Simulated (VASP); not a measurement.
# CsSnI3 (Pm-3m) in VASP: notebook

The runs below take CsSnI3 through band structure, with LDA, PBEsol, r2SCAN.

Program: VASP 6.6.1. These are calculated values, not measurements. Logs are shortened: lines on timing, memory, paths and dates and some standing lists are left out, and cuts for length are marked.

## Step 1: The structure

It takes space group Pm-3m (No. 221, cubic). Conventional cell: a = 6.206 Å, b = 6.206 Å, c = 6.206 Å, α = 90.00°, β = 90.00°, γ = 90.00°. Cs (site symmetry m-3m) has 12 I at 4.39 Å as nearest neighbours. I (site symmetry 4/mmm) is surrounded by 2 Sn at 3.10 Å. Around Sn (site symmetry m-3m) lie 6 I at 3.10 Å.

## Step 2: Band structure, LDA

Contents of INCAR:

```
PREC = Accurate
ENCUT = 520
EDIFF = 1E-6
ISMEAR = 0
SIGMA = 0.02
LREAL = F
LASPH = T
NELM = 80
ALGO = Fast
ISIF = 2
LWAVE = F
LCHARG = F
GGA = CA
KPAR = 2
```

Contents of KPOINTS:

```
regular mesh
0
Gamma
  6 6 6
```

Contents of POSCAR:

```
CsSnI3
1.0
    6.2057000000      0.0000000000      0.0000000000
    0.0000000000      6.2057000000      0.0000000000
    0.0000000000      0.0000000000      6.2057000000
Cs I Sn
1 3 1
Direct
    0.0000000000      0.0000000000      0.0000000000
    0.5000000000      0.5000000000      0.0000000000
    0.5000000000      0.0000000000      0.5000000000
    0.0000000000      0.5000000000      0.5000000000
    0.5000000000      0.5000000000      0.5000000000
```

Contents of KPOINTS_OPT:

```
path GXMGRX,MR
10
line-mode
reciprocal
 0.0000000000  0.0000000000  0.0000000000  G
 0.0000000000  0.5000000000  0.0000000000  X

 0.0000000000  0.5000000000  0.0000000000  X
 0.5000000000  0.5000000000  0.0000000000  M

 0.5000000000  0.5000000000  0.0000000000  M
 0.0000000000  0.0000000000  0.0000000000  G

 0.0000000000  0.0000000000  0.0000000000  G
 0.5000000000  0.5000000000  0.5000000000  R

 0.5000000000  0.5000000000  0.5000000000  R
 0.0000000000  0.5000000000  0.0000000000  X

 0.5000000000  0.5000000000  0.0000000000  M
 0.5000000000  0.5000000000  0.5000000000  R
```

Potentials or basis: VASP PAW LDA potentials, release 64 (Cs_sv, I, Sn_d).

Command:

```sh
$ cat potpaw_LDA.64/Cs_sv/POTCAR potpaw_LDA.64/I/POTCAR potpaw_LDA.64/Sn_d/POTCAR > POTCAR
$ mpirun -np 2 vasp_std > vasp.out
```

OUTCAR:

```text
PREC = Accurate
   ENCUT = 520
   EDIFF = 1E-6
   ISMEAR = 0
   LREAL = F
   LASPH = T
   NELM = 80
   ISIF = 2
   GGA = CA

 ion  position               nearest neighbor table
   1  0.000  0.000  0.000-
   2  0.500  0.500  0.000-   5 3.10   5 3.10
   3  0.500  0.000  0.500-   5 3.10   5 3.10
   4  0.000  0.500  0.500-   5 3.10   5 3.10
   5  0.500  0.500  0.500-   2 3.10   3 3.10   4 3.10   2 3.10   3 3.10   4 3.10

  LATTYP: Found a simple cubic cell.
 ALAT       =     6.2057000000

  Lattice vectors:

 A1 = (   6.2057000000,   0.0000000000,   0.0000000000)
 A2 = (   0.0000000000,   6.2057000000,   0.0000000000)
 A3 = (   0.0000000000,   0.0000000000,   6.2057000000)

Analysis of symmetry for initial positions (statically):
=====================================================================
 Subroutine PRICEL returns:
 Original cell was already a primitive cell.

 Routine SETGRP: Setting up the symmetry group for a
 simple cubic supercell.

 Subroutine GETGRP returns: Found 48 space group operations
 (whereof 48 operations were pure point group operations)
 out of a pool of 48 trial point group operations.

The static configuration has the point symmetry O_h .

Analysis of symmetry for dynamics (positions and initial velocities):
=====================================================================
 Subroutine PRICEL returns:
 Original cell was already a primitive cell.

 Routine SETGRP: Setting up the symmetry group for a
 simple cubic supercell.

 Subroutine GETGRP returns: Found 48 space group operations
 (whereof 48 operations were pure point group operations)
 out of a pool of 48 trial point group operations.

The dynamic configuration has the point symmetry O_h .

 Subroutine INISYM returns: Found 48 space group operations
 (whereof 48 operations are pure point group operations),
 and found     1 'primitive' translations

----------------------------------------------------------------------------------------

                                     Primitive cell

  volume of cell :     238.9859

  direct lattice vectors                    reciprocal lattice vectors
     6.205700000  0.000000000  0.000000000     0.161142176  0.000000000  0.000000000
     0.000000000  6.205700000  0.000000000     0.000000000  0.161142176  0.000000000
     0.000000000  0.000000000  6.205700000     0.000000000  0.000000000  0.161142176

  length of vectors
     6.205700000  6.205700000  6.205700000     0.161142176  0.161142176  0.161142176

  position of ions in fractional coordinates (direct lattice)
     0.000000000  0.000000000  0.000000000
     0.500000000  0.500000000  0.000000000
     0.500000000  0.000000000  0.500000000
     0.000000000  0.500000000  0.500000000
     0.500000000  0.500000000  0.500000000

  ion indices of the primitive-cell ions
   primitive index   ion index
                 1           1
                 2           2
                 3           3
                 4           4
                 5           5

----------------------------------------------------------------------------------------

 KPOINTS: regular mesh

Automatic generation of k-mesh.
 Grid dimensions read from file:
 generate k-points for:    6    6    6

 Generating k-lattice:

  Cartesian coordinates                     Fractional coordinates (reciprocal lattice)
     0.026857029  0.000000000  0.000000000     0.166666667  0.000000000  0.000000000
     0.000000000  0.026857029  0.000000000     0.000000000  0.166666667  0.000000000
     0.000000000  0.000000000  0.026857029     0.000000000  0.000000000  0.166666667

  Length of vectors
     0.026857029  0.026857029  0.026857029

  Shift w.r.t. Gamma in fractional coordinates (k-lattice)
     0.000000000  0.000000000  0.000000000

 Subroutine IBZKPT returns following result:
 ===========================================

 Found     20 irreducible k-points:

 Following reciprocal coordinates:
            Coordinates               Weight
  0.000000  0.000000  0.000000      1.000000
  0.166667  0.000000  0.000000      6.000000
  0.333333  0.000000  0.000000      6.000000
  0.500000  0.000000  0.000000      3.000000
  0.166667  0.166667  0.000000     12.000000
  0.333333  0.166667  0.000000     24.000000
[... 12 lines left out ...]
  0.500000  0.500000  0.333333      6.000000
  0.500000  0.500000  0.500000      1.000000
   k-points           NKPTS =     20   k-points in BZ     NKDIM =     20   number of bands    NBANDS=     26
   number of dos      NEDOS =    301   number of ions     NIONS =      5
   total plane-waves  NPLWV = 110592
   dimension x,y,z NGX =    48 NGY =   48 NGZ =   48
   dimension x,y,z NGXF=    96 NGYF=   96 NGZF=   96
   ions per type =               1   3   1
   NGX,Y,Z   is equivalent  to a cutoff of  12.86, 12.86, 12.86 a.u.
   NGXF,Y,Z  is equivalent  to a cutoff of  25.72, 25.72, 25.72 a.u.
 SYSTEM =  unknown system
   PREC   = accura    normal or accurate (medium, high low for compatibility)
   ISTART =      0    job   : 0-new  1-cont  2-samecut
   ICHARG =      2    charge: 1-file 2-atom 10-const
   ISPIN  =      1    spin polarized calculation?
   LNONCOLLINEAR =      F non collinear calculations
   LSORBIT =      F    spin-orbit coupling
   LASPH  =      T    aspherical Exc in radial PAW
   ENCUT  =  520.0 eV  38.22 Ry    6.18 a.u.  11.54 11.54 11.54*2*pi/ulx,y,z
   NELM   =     80;   NELMIN=  2; NELMDL= -5     # of ELM steps
   EDIFF  = 0.1E-05   stopping-criterion for ELM
   LREAL  =      F    real-space projection
   EDIFFG = 0.1E-04   stopping-criterion for IOM
   NSW    =      0    number of steps for IOM
   IBRION =     -1    ionic relax: 0-MD 1-quasi-New 2-CG
   NFREE  =      0    steps in history (QN), initial steepest desc. (CG)
   ISIF   =      2    stress and relaxation
   ISYM   =      2    0-nonsym 1-usesym 2-fastsym
   POTIM  = 0.5000    time-step for ionic-motion
   TEBEG  =    0.0;   TEEND  =   0.0 temperature during run
   PSTRESS=    0.0 pullay stress
   NELECT =      44.0000    total number of electrons
   NUPDOWN=      -1.0000    fix difference up-down
   EMIN   =  10.00;   EMAX   =-10.00  energy-range for DOS
   EFERMI =   0.00;   METHOD = LEGACY
   ISMEAR =     0;   SIGMA  =   0.02  broadening in eV -4-tet -1-fermi 0-gaus
   EFERMI_NEDOS =   21; number of points for ismear=-14 and -15
   IALGO  =     68    algorithm
   IMIX   =      4    mixing-type and parameters
     AMIX     =   0.40;   BMIX     =  1.00
     AMIX_MAG =   1.60;   BMIX_MAG =  1.00
  volume/ion in A,a.u.               =      47.80       322.55
  Fermi-wavevector in a.u.,A,eV,Ry     =   0.931326  1.759950 11.801253  0.867368
  Thomas-Fermi vector in A             =   2.057807
   LORBIT       =      0    0 simple, 1 ext, 2 COOP (PROOUT), +10 PAW based schemes
   GGA     = CA    functional components
   LHFCALC =     F    Hartree Fock is set to
   AEXX    =    0.0000 exact exchange contribution
   IVDW    =     0    specifies the selected vdW correction
   LEPSILON=     F    determine dielectric tensor
   LRPA    =     F    only Hartree local field effects (RPA)
 non-spin polarized calculation
 RMM-DIIS sequential band-by-band and
 Gauss-broadening in eV      SIGMA  =   0.02
  energy-cutoff  :      520.00
  volume of cell :      238.99
 maximum number of plane-waves:      6488
 NGX is ok and might be reduce to    48

 number of electron      43.9999983 magnetization

 Free energy of the ion-electron system (eV)
  ---------------------------------------------------
  ext. energy  EPLUGINS =         0.00000000
  ---------------------------------------------------
  free energy    TOTEN  =       -16.00318421 eV

  energy without entropy =      -16.00318421  energy(sigma->0) =      -16.00318421

 E-fermi :   2.7542     XC(G=0):  -7.8831

 val. band max:        2.6293708857   @ k =   0.5000   0.5000   0.5000
 cond. band min:       2.9025188579   @ k =   0.5000   0.5000   0.5000
 fundamental gap:      0.2731479722
 Fermi energy:         2.7541577243

 k-point     1 :       0.0000    0.0000    0.0000
  band No.  band energies     occupation
      1     -19.5403      2.00000
      2     -19.3407      2.00000
      3     -19.3407      2.00000
      4     -19.3159      2.00000
      5     -19.3159      2.00000
      6     -19.3159      2.00000
[... 18 lines left out ...]
     25       5.5684      0.00000
     26       5.9763      0.00000

 k-point     2 :       0.1667    0.0000    0.0000
  band No.  band energies     occupation
      1     -19.5402      2.00000
      2     -19.3407      2.00000
      3     -19.3403      2.00000
      4     -19.3160      2.00000
      5     -19.3160      2.00000
      6     -19.3159      2.00000
[... 18 lines left out ...]
     25       5.8108      0.00000
     26       6.0713      0.00000

 k-point     3 :       0.3333    0.0000    0.0000
  band No.  band energies     occupation
      1     -19.5400      2.00000
      2     -19.3407      2.00000
      3     -19.3395      2.00000
      4     -19.3160      2.00000
      5     -19.3160      2.00000
      6     -19.3159      2.00000
[... 18 lines left out ...]
     25       6.1398      0.00000
     26       6.3647      0.00000

 k-point     4 :       0.5000    0.0000    0.0000
  band No.  band energies     occupation
      1     -19.5399      2.00000
      2     -19.3407      2.00000
      3     -19.3391      2.00000
      4     -19.3161      2.00000
      5     -19.3161      2.00000
      6     -19.3159      2.00000
[... 18 lines left out ...]
     25       6.3425      0.00000
     26       6.7533      0.00000
[... 380 lines left out ...]
      1     -19.5393      2.00000
      2     -19.3389      2.00000
      3     -19.3384      2.00000
      4     -19.3162      2.00000
      5     -19.3162      2.00000
      6     -19.3162      2.00000
[... 18 lines left out ...]
     25       4.3581      0.00000
     26       5.7942      0.00000

 k-point    19 :       0.5000    0.5000    0.3333
  band No.  band energies     occupation
      1     -19.5392      2.00000
      2     -19.3386      2.00000
      3     -19.3382      2.00000
      4     -19.3162      2.00000
      5     -19.3162      2.00000
      6     -19.3162      2.00000
[... 18 lines left out ...]
     25       4.1630      0.00000
     26       5.6387      0.00000

 k-point    20 :       0.5000    0.5000    0.5000
  band No.  band energies     occupation
      1     -19.5391      2.00000
      2     -19.3382      2.00000
      3     -19.3382      2.00000
      4     -19.3163      2.00000
      5     -19.3163      2.00000
      6     -19.3163      2.00000
[... 18 lines left out ...]
     25       2.9025      0.00000
     26       5.4184      0.00000

------------------------ aborting loop because EDIFF is reached ----------------------------------------

  FORCE on cell =-STRESS in cart. coord.  units (eV):
  Direction    XX          YY          ZZ          XY          YZ          ZX
  --------------------------------------------------------------------------------------
  -------------------------------------------------------------------------------------
  Total       -2.1379373     -2.1379373     -2.1379373      0.0000000     -0.0000000      0.0000000
  in kB      -14.3328718    -14.3328718    -14.3328718      0.0000000     -0.0000000      0.0000000
  external PRESSURE =     -14.3328718 kB  Pullay stress =       0.0000000 kB

 VOLUME and BASIS-vectors are now :
 -----------------------------------------------------------------------------
  energy-cutoff  :      520.00
  volume of cell :      238.99
      direct lattice vectors                 reciprocal lattice vectors
     6.205700000  0.000000000  0.000000000     0.161142176  0.000000000  0.000000000
     0.000000000  6.205700000  0.000000000     0.000000000  0.161142176  0.000000000
     0.000000000  0.000000000  6.205700000     0.000000000  0.000000000  0.161142176

 POSITION                                       TOTAL-FORCE (eV/Angst)
 -----------------------------------------------------------------------------------
      0.00000      0.00000      0.00000         0.000000      0.000000      0.000000
      3.10285      3.10285      0.00000         0.000000      0.000000      0.000000
      3.10285      0.00000      3.10285         0.000000      0.000000      0.000000
      0.00000      3.10285      3.10285         0.000000      0.000000      0.000000
      3.10285      3.10285      3.10285         0.000000      0.000000      0.000000
 -----------------------------------------------------------------------------------
    total drift:                                0.000000     -0.000000     -0.000000

  FREE ENERGIE OF THE ION-ELECTRON SYSTEM (eV)
  ---------------------------------------------------
  free  energy   TOTEN  =       -16.0031842086 eV

  energy  without entropy=      -16.0031842086  energy(sigma->0) =      -16.00318421
```

It took 92 s on 2 MPI ranks of Intel Xeon 6975P-C (Granite Rapids), shared host; peak memory 0.38 GiB.

Results:

* Free energy: -16.0032 eV
* Pressure: -1.4 GPa
* Band gap on the k mesh: 0.27 eV, direct
* Band gap along the path: 0.27 eV, direct

Levels at the corners of the path, in eV from the valence-band top:
| point | band 19 | band 20 | band 21 | band 22 | band 23 | band 24 | band 25 | band 26 |
| --- | --- | --- | --- | --- | --- | --- | --- | --- |
| Γ | -2.27 | -2.11 | -2.11 | -2.11 | 1.92 | 2.94 | 2.94 | 3.35 |
| X | -2.45 | -2.24 | -2.24 | -1.54 | 1.05 | 3.53 | 3.71 | 4.10 |
| X | -2.45 | -2.24 | -2.24 | -1.54 | 1.05 | 3.53 | 3.71 | 4.10 |
| M | -2.60 | -2.47 | -1.68 | -0.77 | 0.74 | 0.74 | 4.00 | 4.07 |
| M | -2.60 | -2.47 | -1.68 | -0.77 | 0.74 | 0.74 | 3.94 | 4.08 |
| Γ | -2.27 | -2.11 | -2.11 | -2.11 | 1.92 | 2.94 | 2.94 | 3.35 |
| Γ | -2.27 | -2.11 | -2.11 | -2.11 | 1.92 | 2.94 | 2.94 | 3.35 |
| R | -1.66 | -1.66 | -1.66 | 0.00 | 0.27 | 0.27 | 0.27 | 2.79 |
| R | -1.66 | -1.66 | -1.66 | 0.00 | 0.27 | 0.27 | 0.27 | 2.79 |
| X | -2.45 | -2.24 | -2.24 | -1.54 | 1.05 | 3.53 | 3.71 | 4.13 |
| M | -2.60 | -2.47 | -1.68 | -0.77 | 0.74 | 0.74 | 3.94 | 4.03 |
| R | -1.66 | -1.66 | -1.66 | 0.00 | 0.27 | 0.27 | 0.27 | 2.79 |

Caveat: spin-orbit coupling is left out, which moves the levels of the heavy elements. As with any semilocal functional, this LDA gap is likely too small.

(Continued in part 2 of 2.)
